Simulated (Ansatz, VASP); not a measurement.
Two plane-wave programs on Cd2S

Contents of POSCAR:

```
Cd2S
1.0
    3.8072541297      0.0000000000      0.0000000000
   -1.9036270648      3.2971787950      0.0000000000
    0.0000000000      0.0000000000      5.5813554898
Cd S
2 1
Direct
    0.6666666700      0.3333333300      0.5787350000
    0.3333333300      0.6666666700      0.9327170000
    0.3333333300      0.6666666700      0.3657050000
```

INCAR.step1

```
SYSTEM = Cd2S
PREC = Accurate ; ENCUT = 520
ISMEAR = 0 ; SIGMA = 0.05
LREAL = .FALSE. ; LASPH = .TRUE.
NELM = 100 ; NBANDS = 22
GGA = PE ; ALGO = Normal
EDIFF = 1E-4 ; LWAVE = .TRUE.
LCHARG = .FALSE.
```

File INCAR.step2:

```
SYSTEM = Cd2S
PREC = Accurate ; ENCUT = 520
EDIFF = 1E-6 ; ISMEAR = 0
SIGMA = 0.05 ; LREAL = .FALSE.
LASPH = .TRUE. ; NELM = 100
ALGO = Normal ; ISIF = 2
LWAVE = .FALSE. ; LCHARG = .FALSE.
METAGGA = R2SCAN ; LMIXTAU = .TRUE.
NBANDS = 22 ; ISTART = 1
```

KPOINTS

```
Automatic mesh
0
G
  12 12 6
  0 0 0
```

Input for Ansatz:

```yaml
crystal:
  lattice:
    - [3.8072541297, 0.0, 0.0]
    - [-1.9036270648, 3.297178795, 0.0]
    - [0.0, 0.0, 5.5813554898]
  atoms:
    - { symbol: Cd, position: [0.66666667, 0.33333333, 0.578735] }
    - { symbol: Cd, position: [0.33333333, 0.66666667, 0.932717] }
    - { symbol: S, position: [0.33333333, 0.66666667, 0.365705] }
basis:
  ecutwfc: 500
kpoints:
  mp_grid: { grid: [12, 12, 6] }
hamiltonian:
  xc: r2scan
scf:
  occupations: { method: gaussian, width: 0.05 }
output:
  forces: true
  stress: true
  eigenvalues: true
```

Alike in both runs: task single point; functional r2SCAN; k mesh 12 × 12 × 6; occupations gaussian, width 0.05 eV; no spin polarisation.

|  | VASP | Ansatz |
| --- | --- | --- |
| version | VASP 6.6.1 | Ansatz 0.2.0 |
| potentials or method | VASP PAW PBE potentials, release 64 (Cd, S) | scalar-relativistic, plane waves, PAW |
| plane-wave cutoff (eV) | 520 | 500 |
| valence electrons in the cell | 30 | 46 |

```csv
,VASP,Ansatz,Ansatz less VASP
gap on the k mesh at the Fermi level (eV),none,none,-
pressure (GPa),5.5,5.1,-0.44
largest component of the traceless stress (GPa),2.22,2.11,-0.114
rms of the force components (eV/Å),0.218,0.206,-0.0116
```

Atom by atom the forces differ by 0.012 eV/Å (rms over components). A gap of «none» marks a metal or a gap that the smearing closes. The two sets of potentials don't hold the same shells in valence.

Caveats: the PAW data sets were made with another functional, which shifts forces and pressure a little (VASP).
